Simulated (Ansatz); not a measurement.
Crystal: BaTiO3 (Barioperovskite).

```
CELL_PARAMETERS angstrom
3.98550 0.00000 0.00000
0.00000 2.83690 2.84515
0.00000 -2.83690 2.84515
ATOMIC_POSITIONS crystal
Ba 0.00000 0.00000 0.00000
Ti 0.50000 0.51240 0.51240
O 0.50000 0.99184 0.50524
O 0.50000 0.50524 0.99184
O 0.00000 0.48740 0.48740
```

Program: Ansatz 0.2.0. Alike in all runs: potentials or basis Ansatz PAW; cell as given; cutoff (eV) 420.

Problem. Order these runs on this cell by their band gap on the k mesh, lowest first.
A. level PBEsol; spin SOC, no magnetisation; k mesh 7 × 7 × 7; smearing fermi-dirac 0.05 eV; points for each segment of the path 14
B. level LDA+U; spin off; U Ti d U = 2 eV; k mesh 7 × 7 × 7; smearing fermi-dirac 0.05 eV; hubbard projectors ortho-atomic (the default); double counting fll (the default)
C. level PBEsol+U; spin off; U Ti d U = 3 eV; k mesh 7 × 7 × 7; smearing fermi-dirac 0.05 eV; hubbard projectors ortho-atomic (the default); double counting fll (the default)
D. level PBEsol+U; spin off; U Ti d U = 5 eV; k mesh 7 × 7 × 7; smearing fermi-dirac 0.05 eV; hubbard projectors ortho-atomic (the default); double counting fll (the default); points for each segment of the path 14
E. level PBE0; spin off; k mesh 4 × 4 × 4; smearing fixed; level pbe0; run kind scf

Solution. A (1.94 eV), B (2.09 eV), C (2.25 eV), D (2.51 eV), E (4.06 eV).

Caveats: spin-orbit coupling is left out, which moves the levels of the heavy elements (some runs); odd divisions of the mesh miss points on the zone boundary, where band edges often lie, so the gap on the mesh can be too wide (some runs); the density of states is complete only up to the lowest level of the last band computed (some runs); the k mesh misses the band edges, so the gap on the mesh is wider than the one along the path (some runs).

Not every run made on this cell is shown here.
